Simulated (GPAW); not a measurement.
# WC (Qusongite) (P-6m2) in GPAW: notebook, part 2 of 2

GPAW 26.7.0.

## 4. Band structure, LDA, spin-orbit coupling, no magnetisation

File run.py:

```python
import numpy as np
from ase.dft.bandgap import bandgap
from ase.io import read, write
from ase.units import GPa
from gpaw import GPAW, PW
from gpaw.spinorbit import soc_eigenstates

atoms = read('WC.xyz')

calc = GPAW(mode=PW(800),
            xc='LDA',
            kpts={'size': (7, 7, 7), 'gamma': True},
            occupations={'name': 'fermi-dirac', 'width': 0.05},
            nbands=19,
            convergence={'density': 1e-05, 'energy': 1e-05},
            maxiter=150,
            txt='gpaw.txt')
atoms.calc = calc
energy = atoms.get_potential_energy()
forces = atoms.get_forces()
stress = atoms.get_stress()
calc.write('gs.gpw')
write('result.traj', atoms)
print(f'Energy: {energy:.6f} eV')
print('Forces (eV/A):')
print(forces.round(4))
print('Stress (GPa):', (stress / GPa).round(3))
print('Fermi level:', round(calc.get_fermi_level(), 4), 'eV')
print(f'Gap: {bandgap(calc)[0]:.4f} eV, direct: {bandgap(calc, direct=True)[0]:.4f} eV')

path = atoms.cell.bandpath('GMKGALHA,LM,KH', npoints=60, eps=1e-4)
bs_calc = calc.fixed_density(kpts=path, symmetry='off', nbands=28,
                             convergence={'bands': 'CBM+6.0', 'eigenstates': 1e-6}, txt='bands.txt')
bs = bs_calc.band_structure()
bs.write('bs.json')
print(f'Gap on the path: {bandgap(bs_calc)[0]:.4f} eV')

soc = soc_eigenstates(bs_calc, theta=0, phi=0)
np.savetxt('soc_bands.dat', soc.eigenvalues(), fmt='%.4f')
mesh = soc_eigenstates('gs.gpw', theta=0, phi=0)
np.savetxt('soc_mesh.dat', mesh.eigenvalues(), fmt='%.4f')
print('Fermi level with spin-orbit coupling:', round(mesh.fermi_level, 4), 'eV')
```

File WC.xyz:

```xyz
2
Lattice="2.9065000000 0.0000000000 0.0000000000 -1.4532500000 2.5171028361 0.0000000000 0.0000000000 0.0000000000 2.8366000000" Properties=species:S:1:pos:R:3 pbc="T T T"
W      0.0000000000      0.0000000000      0.0000000000
C      1.4532500001      0.8390342786      1.4183000000
```

Potentials or basis: the program's PAW data sets (release 1.2.1) made for this functional, pw.

On the command line:

```console
$ OMP_NUM_THREADS=1 python run.py
```

gpaw.txt:

```text
__  _  _
 | _ |_)|_||  |
 |__||  | ||/\| - 26.7.0

Input parameters:
  mode=PW(ecut=800.0),
  convergence={'density': 1e-05, 'energy': 1e-05},
  kpts=MonkhorstPack(size=(7, 7, 7), gamma=True),
  maxiter=150,
  nbands=19,
  occupations=Occupations(name='fermi-dirac', width=0.05),
  xc=XC(name='LDA')

Diagonalizing LCAO Hamiltonian
Converting LCAO to pw mode

           C

       W

Atoms  # Å, Bohr magnetons
|   | symbol |        x |        y |        z |    initial magnetic moments |
|---|--------|----------|----------|----------|-----------------------------|
| 0 |      W | 0.000000 | 0.000000 | 0.000000 | ( 0.0000,  0.0000,  0.0000) |
| 1 |      C | 1.453250 | 0.839034 | 1.418300 | ( 0.0000,  0.0000,  0.0000) |

Unit cell  # Å
| periodic |         x |        y |        z |  lengths |     angles |
|----------|-----------|----------|----------|----------|------------|
|      yes |  2.906500 | 0.000000 | 0.000000 | 2.906500 |  90.000000 |
|      yes | -1.453250 | 2.517103 | 0.000000 | 2.906500 |  90.000000 |
|      yes |  0.000000 | 0.000000 | 2.836600 | 2.836600 | 120.000000 |

Number of symmetries: 12
Symmetry operations  # r_c * U_cc + t_c -> r_c
|    | kind |            matrix            |
|----|------|------------------------------|
|  0 |  σ   |  1, 1, 0,  0,-1, 0,  0, 0, 1 |
|  1 |  C2  |  1, 1, 0,  0,-1, 0,  0, 0,-1 |
|  2 |  E   |  1, 0, 0,  0, 1, 0,  0, 0, 1 |
|  3 |  σ   |  1, 0, 0,  0, 1, 0,  0, 0,-1 |
|  4 |  C3  |  0, 1, 0, -1,-1, 0,  0, 0, 1 |
|  5 |  S3  |  0, 1, 0, -1,-1, 0,  0, 0,-1 |
|  6 |  σ   |  0,-1, 0, -1, 0, 0,  0, 0, 1 |
|  7 |  C2  |  0,-1, 0, -1, 0, 0,  0, 0,-1 |
|  8 |  σ   | -1, 0, 0,  1, 1, 0,  0, 0, 1 |
|  9 |  C2  | -1, 0, 0,  1, 1, 0,  0, 0,-1 |
| 10 |  C3  | -1,-1, 0,  1, 0, 0,  0, 0, 1 |
| 11 |  S3  | -1,-1, 0,  1, 0, 0,  0, 0,-1 |

BZ-sampling:
  Number of BZ points: 343
  Number of IBZ points: 32

  Monkhorst-Pack size: [7, 7, 7]
  Monkhorst-Pack shift: [0, 0, 0]

K-points  # in reciprocal-cell coordinates
|     |                                coordinates |     weight |
|-----|--------------------------------------------|------------|
|   0 | (  0.00000000,   0.00000000,   0.00000000) | 0.00291545 |
|   1 | (  0.00000000,   0.00000000,   0.14285714) | 0.00583090 |
|   2 | (  0.00000000,   0.00000000,   0.28571429) | 0.00583090 |
|   3 | (  0.00000000,   0.00000000,   0.42857143) | 0.00583090 |
|   4 | (  0.14285714,   0.00000000,   0.00000000) | 0.01749271 |
|   5 | (  0.14285714,   0.00000000,   0.14285714) | 0.03498542 |
|   6 | (  0.14285714,   0.00000000,   0.28571429) | 0.03498542 |
|   7 | (  0.14285714,   0.00000000,   0.42857143) | 0.03498542 |
|   8 | (  0.28571429,  -0.14285714,   0.00000000) | 0.01749271 |
|   9 | (  0.28571429,  -0.14285714,   0.14285714) | 0.03498542 |
| ... |                                            |            |
|  31 | (  0.42857143,   0.42857143,   0.42857143) | 0.03498542 |

Plane wave coefficients: 1085
Cutoff: 800.0 eV

Spin-components: 1 (collinear spins)
Bands:           19
Projectors:      11
Spin-degeneracy: 2
Datatype:        complex128

Parallelization:
  kpt:    1
  domain: 1
  band:   1

Density:
  Valence electrons: 18.0
  Components: 1
  Grid points: [20 20 20]
  Charge: 0.0  # |e|

Potential:
  Grid points: [20 20 20]

species:
  W:
    name:    Tungsten
    Z:       74.0
    valence: 14
    core:    60
    charge:  0.0  # [|e|]
    compensation charges:
      type: gauss
      rc: 0.40  # [Å]
      lmax: 2
    cutoffs:
      filter: 2.36  # [Å]
      core: 3.02  # [Å]
    projectors
    | kind |    occ | energy [eV] | rcut [Å] |
    |------|--------|-------------|----------|
    |   5s |  2.000 |     -79.053 |    1.344 |
    |   6s |  2.000 |      -5.886 |    1.344 |
    |   5p |  6.000 |     -43.417 |    1.355 |
    |   6p |  0.000 |      -1.469 |    1.355 |
    |   5d |  4.000 |      -4.693 |    1.228 |
    |    d |        |      22.518 |    1.228 |

    Using partial waves for W as LCAO basis

  C:
    name:    Carbon
    Z:       6.0
    valence: 4
    core:    2
    charge:  0.0  # [|e|]
    compensation charges:
      type: gauss
      rc: 0.20  # [Å]
      lmax: 2
    cutoffs:
      filter: 1.14  # [Å]
      core: 1.14  # [Å]
    projectors
    | kind |    occ | energy [eV] | rcut [Å] |
    |------|--------|-------------|----------|
    |   2s |  2.000 |     -13.639 |    0.635 |
    |   2p |  2.000 |      -5.414 |    0.635 |
    |    s |        |      13.573 |    0.635 |
    |    p |        |      21.797 |    0.635 |
    |    d |        |       0.000 |    0.635 |

    Using partial waves for C as LCAO basis

Reference energy: -439534.908752  # eV

eigensolver:
  PPCG
  Converge bands: occupied
  niter=2

density mixing:
  MSR1-Mixer
  Pratt-step length: 0.05
  Maximum mixing coefficient: 0.75
  Old densities: 10
  SVD Regularization: 0.005
  Good broyden scale: 1.0
  Trust region scale: 1.0
  Backstep threshold: 4.0
  History deletion threshold: 6.0
  Fourier metric: weight=20.0, sigma=0.015

occupation numbers:
  Fermi-Dirac:
    width: 0.0500  # eV

poisson solver:
  ecut: 6400.0  # eV

xc functional:
  name: None

convergence criteria:
[... 6 lines left out ...]
|iter     | |      energy | eigst |  dens |
|---------|-|-------------|-------|-------|
|iter:   1| |  -25.042101 | -0.11 |       |
|iter:   2| |  -24.559275 | -2.65 | -0.93 |
|iter:   3| |  -23.475714 | -1.70 | -1.00 |
|iter:   4| |  -23.473085 | -3.53 | -1.71 |
|iter:   5| |  -23.475405 | -3.76 | -1.94 |
|iter:   6| |  -23.475254 | -5.32 | -2.92 |
|iter:   7| |  -23.475261c| -6.89 | -3.60 |
|iter:   8| |  -23.475260c| -8.14c| -4.16 |
|iter:   9| |  -23.475260c| -7.83c| -4.87 |
|iter:  10| |  -23.475260c| -8.81c| -5.46c|

Converged in 10 steps
Energy contributions relative to reference atoms: (reference = -439534.908752)

Energy contributions:
  Kinetic:          14.754165
  Coulomb:         -16.563830
  Zero:             -0.033400
  External:          0.000000
  Xc:              -21.630543
  Entropy:          -0.003303
  Spinorbit:         0.000000
  ----------------------------
  Free energy:     -23.476911
  Extrapolated:    -23.475260

dipole moment: (-4.704369, -9.829129, -10.603175)  # |e|*Ang

Fermi level: 13.896
Eigenvalues  # (at kpt = [0.000, 0.000, 0.000])
| band index |      eig [eV] | occ [0-2] |
|------------|---------------|-----------|
|          0 |       -59.950 |     2.000 |
|          1 |       -24.199 |     2.000 |
|          2 |       -24.073 |     2.000 |
|          3 |       -24.073 |     2.000 |
|          4 |        -0.481 |     2.000 |
|          5 |         9.501 |     2.000 |
[... 8 lines left out ...]
|         14 |        28.212 |     0.000 |
|         15 |        30.624 |     0.000 |
|        ... |               |           |
|         18 |        37.794 |     0.000 |

No gap
No difference between direct/indirect transitions

Forces  # eV/Ang
|        x |        y |       z |
|----------|----------|---------|
|  0.00000 | -0.00000 | 0.00000 |  # W    0
| -0.00000 |  0.00000 | 0.00000 |  # C    1

Stress tensor  # eV/Ang^3
|        x |        y |        z |
|----------|----------|----------|
| 0.064778 | 0.000000 | 0.000000 |
| 0.000000 | 0.064778 | 0.000000 |
| 0.000000 | 0.000000 | 0.080348 |

# Writing to gs.gpw (mode='')
```

Wall time 16 s (1 thread of AMD EPYC 7R43 (Zen 3), shared host); peak memory 0.24 GiB.

What came out:

| Property | Result |
| --- | --- |
| Free energy | -23.4769 eV |
| Pressure | -11.2 GPa |
| Band gap along the path | none (metal or under the smearing width) |

Stress tensor (GPa, compression positive):
```
-10.38   0.00   0.00
  0.00 -10.38   0.00
  0.00   0.00 -12.87
```

Levels at the corners of the path, in eV from the Fermi level:
| point | band 14 | band 15 | band 16 | band 17 | band 18 | band 19 | band 20 | band 21 | band 22 | band 23 |
| --- | --- | --- | --- | --- | --- | --- | --- | --- | --- | --- |
| Γ | -3.61 | -3.29 | -3.29 | 0.00 | 0.00 | 2.83 | 2.83 | 3.25 | 3.25 | 5.45 |
| M | -3.77 | -3.67 | -3.67 | -0.53 | -0.53 | 2.15 | 2.15 | 4.21 | 4.21 | 4.90 |
| K | -4.19 | -3.66 | -3.51 | 0.21 | 0.57 | 0.62 | 1.09 | 1.91 | 1.99 | 2.84 |
| Γ | -3.61 | -3.29 | -3.29 | 0.00 | 0.00 | 2.83 | 2.83 | 3.25 | 3.25 | 5.45 |
| A | -2.26 | -2.11 | -2.11 | -1.00 | -1.00 | -0.40 | -0.40 | 3.44 | 3.44 | 4.38 |
| L | -4.45 | -4.22 | -4.22 | 0.31 | 0.31 | 4.23 | 4.23 | 5.07 | 5.07 | 6.69 |
| H | -5.17 | -1.90 | -1.55 | -0.73 | -0.49 | 4.13 | 4.22 | 6.22 | 6.49 | 7.14 |
| A | -2.26 | -2.11 | -2.11 | -1.00 | -1.00 | -0.40 | -0.40 | 3.44 | 3.44 | 4.38 |
| L | -4.45 | -4.22 | -4.22 | 0.31 | 0.31 | 4.23 | 4.23 | 5.07 | 5.07 | 6.69 |
| M | -3.77 | -3.67 | -3.67 | -0.53 | -0.53 | 2.15 | 2.15 | 4.21 | 4.21 | 4.90 |
| K | -4.19 | -3.66 | -3.51 | 0.21 | 0.57 | 0.62 | 1.09 | 1.91 | 1.99 | 2.84 |
| H | -5.17 | -1.90 | -1.55 | -0.73 | -0.49 | 4.13 | 4.22 | 6.22 | 6.49 | 7.14 |

Caveat: spin-orbit coupling was added after a scalar SCF, so levels and gaps hold it while energy, forces, pressure and moments don't; this program's spin-orbit splittings come out too wide for heavy elements.

## 5. The runs side by side

| level | potentials or basis | spin | cutoff (eV) | band points | spin axis theta (degrees) | spin axis phi (degrees) | soc after scf | grid spacing | pressure (GPa) |
| --- | --- | --- | --- | --- | --- | --- | --- | --- | --- |
| PBE | GPAW PAW data sets (gpaw-data 1.2.1), pw | SOC, no magnetisation | 800 | 80 | 0 | 0 | second variation | - | 5.7 |
| PBE | GPAW PAW data sets (gpaw-data 1.2.1), fd | off | - | 60 | - | - | - | 0.16 Å | - |
| LDA | the program's PAW data sets (release 1.2.1) made for this functional, pw | SOC, no magnetisation | 800 | 60 | 0 | 0 | second variation | - | -11.2 |

Alike in all rows: task band structure; cell as given; k mesh 7 × 7 × 7; smearing fermi-dirac 0.05 eV.

Caveats: spin-orbit coupling was added after a scalar SCF, so levels and gaps hold it while energy, forces, pressure and moments don't (some runs); this program's spin-orbit splittings come out too wide for heavy elements (some runs); the real-space grid adds noise to forces (some runs); spin-orbit coupling is left out, which moves the levels of the heavy elements (some runs).

Total energies depend on the potentials used, so only differences within one code and one set of settings carry meaning.
